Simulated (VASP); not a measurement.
# Mg (P6_3/mmc) in VASP: further runs, part 2 of 2

VASP 6.6.1. The steps go on from the part before.

## (4) Density of states, PBEsol+D4, collinear spin, antiferromagnetic start (cell strained at random at fixed volume)

run.py reads:

```python
from ase.calculators.vasp import Vasp
from ase.dft.dos import DOS
from ase.io import read

atoms = read('POSCAR')
atoms.set_initial_magnetic_moments([0.5, -0.5])
calc = Vasp(
    directory='calc',
    xc='pbesol',
    pp='PBE',
    setups={'base': 'minimal', 'Mg': '_GW'},
    prec='Accurate',
    encut=550,
    ediff=1e-06,
    ismear=-1,
    sigma=0.1,
    lreal=False,
    lasph=True,
    nelm=100,
    algo='Normal',
    isif=2,
    lwave=False,
    lcharg=False,
    ispin=2,
    lorbit=11,
    ivdw=13,
    kpts=[10, 10, 5],
    gamma=True,
)
atoms.calc = calc

print('energy (eV):', atoms.get_potential_energy())
print('free energy (eV):', atoms.get_potential_energy(force_consistent=True))
print('forces (eV/A):')
print(atoms.get_forces())
print('stress (eV/A^3, Voigt):', atoms.get_stress())
print('Fermi level (eV):', calc.get_fermi_level())
print('moment (muB):', atoms.get_magnetic_moment())
print('site moments (muB):', atoms.get_magnetic_moments())
dos = DOS(calc, width=0.1, window=(-10, 10), npts=301)
print('E - E_F (eV), DOS (1/eV)')
for e, g in zip(dos.get_energies(), dos.get_dos()):
    print(f'{e:8.3f} {g:10.4f}')
```

POSCAR reads:

```
Mg
1.0
    3.2551170000      0.0239950000     -0.0220540000
   -1.6067780000      2.7760200000      0.0375180000
   -0.0358040000      0.0496620000      5.1219680000
Mg
2
Direct
    0.6666666667      0.3333333333      0.7500000000
    0.3333333333      0.6666666667      0.2500000000
```

Potentials or basis: VASP PAW PBE potentials, release 64 (Mg_GW).

The run is started by

```console
> python run.py
```

Wall time 70 s (1 thread of AMD EPYC 9R45 (Zen 5), shared host); peak memory 0.26 GiB.

It converged, with:

| Item | Value |
| --- | --- |
| Free energy | -3.6268 eV |
| Pressure | -1.6 GPa |
| Largest force | 0.018 eV/Å |
| Band gap on the k mesh | none (metal or under the smearing width) |
| Net moment | 0.00 μB per cell |
| Valence electrons inside the program's atomic spheres | Mg 0.34 |
| Dispersion energy per atom | -0.093 eV |

Forces on the atoms (eV/Å):
```
Mg   0.015  0.010  0.000
Mg  -0.015 -0.010  0.000
```

Stress tensor (GPa, compression positive):
```
-2.32 -0.08  0.14
-0.08 -2.21 -0.17
 0.14 -0.17 -0.26
```

Levels at points of the mesh, in eV from the Fermi level:
Spin up:
| k point | band 1 | band 2 | band 3 | band 4 | band 5 | band 6 |
| --- | --- | --- | --- | --- | --- | --- |
| (0.00, 0.00, 0.00) | -6.91 | -1.56 | -1.03 | 10.34 | 10.37 | 10.75 |
| (0.50, 0.00, 0.00) | -2.34 | -2.28 | 2.55 | 2.98 | 3.32 | 3.67 |
| (0.00, 0.50, 0.00) | -2.18 | -2.17 | 2.66 | 3.04 | 3.49 | 3.82 |
| (0.50, 0.50, 0.00) | -2.20 | -2.19 | 2.63 | 3.02 | 3.48 | 3.82 |
Spin down:
```tsv
k point	band 1	band 2	band 3	band 4	band 5	band 6
(0.00, 0.00, 0.00)	-6.91	-1.56	-1.03	10.34	10.37	10.76
(0.50, 0.00, 0.00)	-2.34	-2.28	2.55	2.98	3.32	3.67
(0.00, 0.50, 0.00)	-2.18	-2.17	2.66	3.04	3.49	3.82
(0.50, 0.50, 0.00)	-2.20	-2.19	2.63	3.02	3.48	3.82
```

States per cell in windows of 1 eV (zero at the Fermi level; states under -7 eV left out):
| from (eV) | up | down | Mg1_p_up | Mg2_p_down | Mg1_p_down | Mg2_p_up | Mg1_s_up | Mg1_s_down |
| --- | --- | --- | --- | --- | --- | --- | --- | --- |
| -7.0 | 0.08 | 0.08 | 0.00 | 0.00 | 0.00 | 0.00 | 0.01 | 0.01 |
| -6.0 | 0.19 | 0.19 | 0.00 | 0.00 | 0.00 | 0.00 | 0.01 | 0.01 |
| -5.0 | 0.26 | 0.26 | 0.00 | 0.00 | 0.00 | 0.00 | 0.02 | 0.02 |
| -4.0 | 0.28 | 0.28 | 0.01 | 0.01 | 0.01 | 0.01 | 0.02 | 0.02 |
| -3.0 | 0.38 | 0.38 | 0.01 | 0.01 | 0.01 | 0.01 | 0.02 | 0.02 |
| -2.0 | 0.42 | 0.42 | 0.02 | 0.02 | 0.02 | 0.02 | 0.02 | 0.02 |
| -1.0 | 0.38 | 0.38 | 0.02 | 0.02 | 0.02 | 0.02 | 0.01 | 0.01 |
| 0.0 | 0.48 | 0.48 | 0.02 | 0.02 | 0.02 | 0.02 | 0.02 | 0.02 |
| 1.0 | 0.47 | 0.47 | 0.02 | 0.02 | 0.02 | 0.02 | 0.02 | 0.02 |
| 2.0 | 0.51 | 0.51 | 0.02 | 0.02 | 0.02 | 0.02 | 0.02 | 0.02 |
| 3.0 | 0.56 | 0.56 | 0.03 | 0.03 | 0.03 | 0.03 | 0.02 | 0.02 |
| 4.0 | 0.52 | 0.52 | 0.03 | 0.03 | 0.03 | 0.03 | 0.01 | 0.01 |
| 5.0 | 0.55 | 0.55 | 0.03 | 0.03 | 0.03 | 0.03 | 0.01 | 0.01 |
| 6.0 | 0.35 | 0.35 | 0.02 | 0.02 | 0.02 | 0.02 | 0.01 | 0.01 |
| 7.0 | 0.30 | 0.30 | 0.02 | 0.02 | 0.02 | 0.02 | 0.00 | 0.00 |

Caveat: the PAW data sets were made with another functional, which shifts forces and pressure a little; pairwise dispersion overbinds metals, which lowers pressure and volume.

## (5) Band structure, PBE

POSCAR reads:

```
Mg
1.0
    3.2093000000      0.0000000000      0.0000000000
   -1.6046500000      2.7793353284      0.0000000000
    0.0000000000      0.0000000000      5.2103000000
Mg
2
Direct
    0.6666666667      0.3333333333      0.7500000000
    0.3333333333      0.6666666667      0.2500000000
```

INCAR.step1 reads:

```
PREC = Accurate
ENCUT = 600
EDIFF = 1E-6
ISMEAR = -1
SIGMA = 0.05
LREAL = F
LASPH = T
NELM = 60
ALGO = Normal
ISIF = 2
LWAVE = F
LCHARG = T
GGA = PE
```

KPOINTS.step1 reads:

```
Automatic mesh
0
Gamma
  10 10 5
```

INCAR.step2 reads:

```
PREC = Accurate
ENCUT = 600
EDIFF = 1E-6
ISMEAR = 0
SIGMA = 0.05
LREAL = F
LASPH = T
NELM = 60
ALGO = Normal
ISIF = 2
LWAVE = F
LCHARG = F
GGA = PE
ICHARG = 11
```

KPOINTS.step2 reads:

```
path GMKGALHA,LM,KH
20
line-mode
reciprocal
 0.0000000000  0.0000000000  0.0000000000  G
 0.5000000000  0.0000000000  0.0000000000  M

 0.5000000000  0.0000000000  0.0000000000  M
 0.3333333333  0.3333333333  0.0000000000  K

 0.3333333333  0.3333333333  0.0000000000  K
 0.0000000000  0.0000000000  0.0000000000  G

 0.0000000000  0.0000000000  0.0000000000  G
 0.0000000000  0.0000000000  0.5000000000  A

 0.0000000000  0.0000000000  0.5000000000  A
 0.5000000000  0.0000000000  0.5000000000  L

 0.5000000000  0.0000000000  0.5000000000  L
 0.3333333333  0.3333333333  0.5000000000  H

 0.3333333333  0.3333333333  0.5000000000  H
 0.0000000000  0.0000000000  0.5000000000  A

 0.5000000000  0.0000000000  0.5000000000  L
 0.5000000000  0.0000000000  0.0000000000  M

 0.3333333333  0.3333333333  0.0000000000  K
 0.3333333333  0.3333333333  0.5000000000  H
```

Potentials or basis: VASP PAW PBE potentials, release 64 (Mg).

The run is started by

```console
> cat potpaw_PBE.64/Mg/POTCAR > POTCAR
> cp INCAR.step1 INCAR
> cp KPOINTS.step1 KPOINTS
> mpirun -np 1 vasp_std > vasp.out
> cp INCAR.step2 INCAR
> cp KPOINTS.step2 KPOINTS
> mpirun -np 1 vasp_std > vasp.out
```

OUTCAR:

```text
PREC = Accurate
   ENCUT = 600
   EDIFF = 1E-6
   ISMEAR = 0
   LREAL = F
   LASPH = T
   NELM = 60
   ISIF = 2
   GGA = PE
   ICHARG = 11

 ion  position               nearest neighbor table
   1  0.667  0.333  0.750-   2 3.20   2 3.20   2 3.20   2 3.20   2 3.20   2 3.20
   2  0.333  0.667  0.250-   1 3.20   1 3.20   1 3.20   1 3.20   1 3.20   1 3.20

  LATTYP: Found a hexagonal cell.
 ALAT       =     3.2093000000
 C/A-ratio  =     1.6235004518

  Lattice vectors:

 A1 = (   3.2093000000,   0.0000000000,   0.0000000000)
 A2 = (  -1.6046500000,   2.7793353284,   0.0000000000)
 A3 = (   0.0000000000,   0.0000000000,   5.2103000000)

Analysis of symmetry for initial positions (statically):
=====================================================================
 Subroutine PRICEL returns:
 Original cell was already a primitive cell.

 Routine SETGRP: Setting up the symmetry group for a
 hexagonal supercell.

 Subroutine GETGRP returns: Found 24 space group operations
[... 154 lines left out ...]
  ext. energy  EPLUGINS =         0.00000000
  ---------------------------------------------------
  free energy    TOTEN  =        -2.38657204 eV

  energy without entropy =       -2.38428818  energy(sigma->0) =       -2.38543011

 E-fermi :   2.2438     XC(G=0):  -8.4536

 val. band max:        2.2393544801   @ k =   0.3333   0.3333   0.2368
 cond. band min:       2.2454482664   @ k =   0.1579   0.1579   0.0000
 fundamental gap:      0.0060937864
 Fermi energy:         2.2437666222

 k-point     1 :       0.0000    0.0000    0.0000
  band No.  band energies     occupation
      1      -4.3091      2.00000
      2       0.9077      2.00000
      3       1.3273      2.00000
      4      13.4387      0.00000
      5      13.4616      0.00000
      6      13.5281      0.00000
[... 199 lines left out ...]
 k-point    24 :       0.4737    0.0526    0.0000
  band No.  band energies     occupation
      1       0.4875      2.00000
      2       0.4878      2.00000
      3       5.2509      0.00000
      4       5.6258      0.00000
      5       5.8501      0.00000
      6       6.1774      0.00000

 [... further k-points ...]
[... 5 lines left out ...]
  --------------------------------------------------------------------------------------
  -------------------------------------------------------------------------------------
  Total        0.4609429      0.4609429     -0.1992550      0.0000000     -0.0000000      0.0000000
  in kB       15.8907260     15.8907260     -6.8691953      0.0000000     -0.0000000      0.0000000
  external PRESSURE =       8.3040856 kB  Pullay stress =       0.0000000 kB

 VOLUME and BASIS-vectors are now :
 -----------------------------------------------------------------------------
  energy-cutoff  :      600.00
  volume of cell :       46.47
      direct lattice vectors                 reciprocal lattice vectors
     3.209300000  0.000000000  0.000000000     0.311594429  0.179899127  0.000000000
    -1.604650000  2.779335328  0.000000000     0.000000000  0.359798255  0.000000000
     0.000000000  0.000000000  5.210300000     0.000000000  0.000000000  0.191927528

 POSITION                                       TOTAL-FORCE (eV/Angst)
 -----------------------------------------------------------------------------------
      1.60465      0.92645      3.90773         0.000000      0.000000      0.000000
     -0.00000      1.85289      1.30258         0.000000     -0.000000      0.000000
 -----------------------------------------------------------------------------------
    total drift:                                0.000000     -0.000000      0.000000

  FREE ENERGIE OF THE ION-ELECTRON SYSTEM (eV)
  ---------------------------------------------------
  free  energy   TOTEN  =        -2.3865720368 eV

  energy  without entropy=       -2.3842881796  energy(sigma->0) =       -2.38543011
```

OUTCAR.step1:

```text
PREC = Accurate
   ENCUT = 600
   EDIFF = 1E-6
   ISMEAR = -1
   LREAL = F
[... 442 lines left out ...]
      1.60465      0.92645      3.90773        -0.000000     -0.000000      0.000000
     -0.00000      1.85289      1.30258         0.000000      0.000000      0.000000
 -----------------------------------------------------------------------------------
    total drift:                                0.000000     -0.000000      0.000000

  FREE ENERGIE OF THE ION-ELECTRON SYSTEM (eV)
  ---------------------------------------------------
  free  energy   TOTEN  =        -3.0065469758 eV

  energy  without entropy=       -2.9946373281  energy(sigma->0) =       -3.00059215
```

Wall time 21 s (1 thread of Intel Xeon Platinum 8488C (Sapphire Rapids), shared host); peak memory 0.21 GiB.

What came out:

```
Band gap along the path : none (metal or under the smearing width)
```

Levels at the corners of the path, in eV from the Fermi level:
```tsv
point	band 1	band 2	band 3	band 4	band 5	band 6
Γ	-6.91	-1.69	-1.27	10.84	10.86	10.93
M	-2.15	-2.15	2.62	2.99	3.22	3.63
M	-2.15	-2.15	2.62	2.99	3.22	3.63
K	-0.63	-0.62	-0.62	4.08	4.08	4.26
K	-0.63	-0.62	-0.62	4.08	4.08	4.26
Γ	-6.91	-1.69	-1.27	10.84	10.84	10.93
Γ	-6.91	-1.69	-1.27	10.84	10.85	10.93
A	-5.53	-5.53	4.97	4.97	11.59	11.59
A	-5.53	-5.53	4.97	4.97	11.59	11.59
L	-1.11	-1.11	-0.47	-0.47	7.96	7.97
L	-1.11	-1.11	-0.47	-0.47	7.96	7.96
H	0.18	0.18	0.65	0.65	1.49	1.49
H	0.18	0.18	0.65	0.65	1.49	1.49
A	-5.53	-5.53	4.97	4.97	11.59	11.59
L	-1.11	-1.11	-0.47	-0.47	7.96	7.96
M	-2.15	-2.15	2.62	2.99	3.22	3.63
K	-0.63	-0.62	-0.62	4.08	4.08	4.26
H	0.18	0.18	0.65	0.65	1.49	1.49
```

Caveat: the log is that of the step along the path at fixed density, whose energy, stress, charges and moments have no meaning.

## (6) For comparison

An earlier run on the cell as given: functional PBE; potentials or basis VASP PAW PBE potentials, release 64 (Mg); cutoff 520 eV; k mesh 10 × 10 × 5; occupations fermi-dirac, width 0.05 eV; no spin polarisation.

* Pressure: -0.5 GPa
* Band gap on the k mesh: none (metal or under the smearing width)

## (7) Summary

```csv
task,level,potentials or basis,spin,cell,cutoff (eV),smearing,gap on the mesh (eV),pressure (GPa)
band structure,PW91,"VASP PAW PBE potentials, release 64 (Mg)",off,as given,520,fermi-dirac 0.05 eV,-,-0.5
band structure,AM05,"VASP PAW PBE potentials, release 64 (Mg)",off,as given,520,fermi-dirac 0.05 eV,-,-1.0
density of states,PBEsol+D4,"VASP PAW PBE potentials, release 64 (Mg_GW)","collinear, antiferromagnetic start",cell strained at random at fixed volume,550,fermi-dirac 0.1 eV,none,-1.6
band structure,PBE,"VASP PAW PBE potentials, release 64 (Mg)",off,as given,600,fermi-dirac 0.05 eV,-,-
single point,PBE,"VASP PAW PBE potentials, release 64 (Mg)",off,as given,520,fermi-dirac 0.05 eV,none,-0.5
```

Alike in all rows: k mesh 10 × 10 × 5.

Caveats: the PAW data sets were made with another functional, which shifts forces and pressure a little (some runs); pairwise dispersion overbinds metals, which lowers pressure and volume (some runs).

Absolute energies hang on the potentials; compare differences alone.
